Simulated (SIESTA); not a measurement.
## NiO: band structure with BLYP

NiO:

```
Ni O
1.0
     0.00000    2.08590    2.08590
     2.08590    0.00000    2.08590
     2.08590    2.08590    0.00000
Ni O
1 1
Cartesian
  0.0000 0.0000 0.0000
  2.0859 2.0859 2.0859
```

* Program: SIESTA 5.4.2
* Task: band structure
* Functional: BLYP
* Potentials or basis: PseudoDojo 0.4 standard (PBE files)
* Basis: DZP (energy shift 0.003 Ry; two zetas on semicore shells)
* Grid cutoff: 800 Ry
* Energy shift: 0.003 Ry
* k mesh: 11 × 11 × 11
* Occupations: fermi-dirac, width 0.05 eV
* Spin: collinear spin, ferromagnetic start
* Starting moments: [1.0, 0.0] μB

```json
{"Pressure": "14.2 GPa", "Band gap on the k mesh": "none (metal or under the smearing width)", "Net moment": "1.67 μB per cell", "Site moments": "Ni +1.36; O +0.30 μB"}
```

Levels at the corners of the path, in eV from the Fermi level:
Spin up:
```csv
point,band 10,band 11,band 12,band 13,band 14,band 15,band 16,band 17
Γ,-3.07,-2.64,-2.64,-2.64,1.77,21.16,21.16,21.16
X,-2.75,-2.18,-1.63,-1.63,6.98,11.08,14.64,17.17
W,-1.88,-1.88,-1.63,-1.19,9.23,11.26,11.26,13.83
K,-1.80,-1.76,-1.52,-1.12,8.58,10.87,11.04,16.29
Γ,-3.07,-2.64,-2.64,-2.64,1.77,21.16,21.16,21.16
L,-1.94,-1.41,0.33,0.33,6.01,10.30,15.78,15.78
U,-1.80,-1.76,-1.52,-1.12,8.58,10.87,11.04,16.29
W,-1.88,-1.88,-1.63,-1.19,9.23,11.26,11.26,13.83
L,-1.94,-1.41,0.33,0.33,6.01,10.30,15.78,15.78
K,-1.80,-1.76,-1.52,-1.12,8.58,10.87,11.04,16.29
U,-1.80,-1.76,-1.52,-1.12,8.58,10.87,11.04,16.29
X,-2.75,-2.18,-1.63,-1.63,6.98,11.08,14.64,17.17
```
Spin down:
| point | band 8 | band 9 | band 10 | band 11 | band 12 | band 13 | band 14 | band 15 |
| --- | --- | --- | --- | --- | --- | --- | --- | --- |
| Γ | -2.55 | -1.80 | -1.80 | -1.80 | -0.66 | -0.66 | 2.08 | 21.39 |
| X | -3.87 | -2.73 | -0.71 | -0.71 | -0.23 | 0.33 | 7.32 | 11.50 |
| W | -5.23 | -1.03 | -1.03 | -0.71 | 0.19 | 0.95 | 9.68 | 11.62 |
| K | -4.45 | -1.59 | -0.84 | -0.62 | 0.46 | 0.98 | 8.92 | 11.23 |
| Γ | -2.55 | -1.80 | -1.80 | -1.80 | -0.66 | -0.66 | 2.08 | 21.39 |
| L | -4.87 | -0.91 | -0.91 | -0.53 | 2.22 | 2.22 | 6.18 | 10.80 |
| U | -4.45 | -1.59 | -0.84 | -0.62 | 0.46 | 0.98 | 8.92 | 11.23 |
| W | -5.23 | -1.03 | -1.03 | -0.71 | 0.19 | 0.95 | 9.68 | 11.62 |
| L | -4.87 | -0.91 | -0.91 | -0.53 | 2.22 | 2.22 | 6.18 | 10.80 |
| K | -4.45 | -1.59 | -0.84 | -0.62 | 0.46 | 0.98 | 8.92 | 11.23 |
| U | -4.45 | -1.59 | -0.84 | -0.62 | 0.46 | 0.98 | 8.92 | 11.23 |
| X | -3.87 | -2.73 | -0.71 | -0.71 | -0.23 | 0.33 | 7.32 | 11.50 |

Wall time 110 s on 1 thread of Intel(R) Xeon(R) 6975P-C (Granite Rapids), with other jobs on the host, peak memory 0.27 GiB.

The gap isn't set beside the measured one, since this odd mesh misses points on the zone boundary.

Caveat: short orbitals over semicore shells can move pressures by several GPa; the potentials were made for another functional, which shifts forces and pressure; the basis of atomic orbitals isn't converged, which shifts pressures, moduli and gaps; a cell with one magnetic atom can't hold antiferromagnetic order, which such compounds often take; semilocal functionals often make such compounds metallic where correlation or magnetic order opens a gap, which also shifts bond lengths.
